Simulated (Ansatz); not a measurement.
Start from AlSb in the zinc blende structure (space group F-43m, No. 216).

```
CELL_PARAMETERS angstrom
      0.00000     3.11279     3.11279
      3.11279     0.00000     3.11279
      3.11279     3.11279     0.00000
ATOMIC_POSITIONS crystal
  Sb 0.75000 0.75000 0.75000
  Al 0.00000 0.00000 0.00000
```

Level of theory: Ansatz (a quantum-chemistry and plane-wave program) PBE, without spin-orbit coupling, earlier PAW set.

Carriers are added at fixed cell with a uniform background; the Fermi–Dirac width is that of 300 K.

One change was made to it. Results:

The Fermi level relative to the doped band's edge (positive inside the band; to 0.05 eV) is +0.65 eV; the gap between the host's bands grows by 0.07 eV, from 1.24 eV to 1.31 eV; the gap character goes from indirect, Γ → L to direct at Γ.

What was done to the base?
A. electrons 7.0×10^20 cm⁻³
B. holes 5.0×10^21 cm⁻³
C. electrons 3.0×10^21 cm⁻³

B, holes 5.0×10^21 cm⁻³. For comparison, the Fermi level from band edge in the other runs: electrons 3.0×10^21 cm⁻³ gives +0.40 eV; electrons 7.0×10^20 cm⁻³ gives +0.20 eV.

Charged cell with a jellium background: band edges are those of the host's band count, energies are not comparable with the neutral cell, and many-body gap narrowing is missing. Spin-orbit coupling, missing from the scalar runs, can matter with Sb. Stability against distortions was not tested.
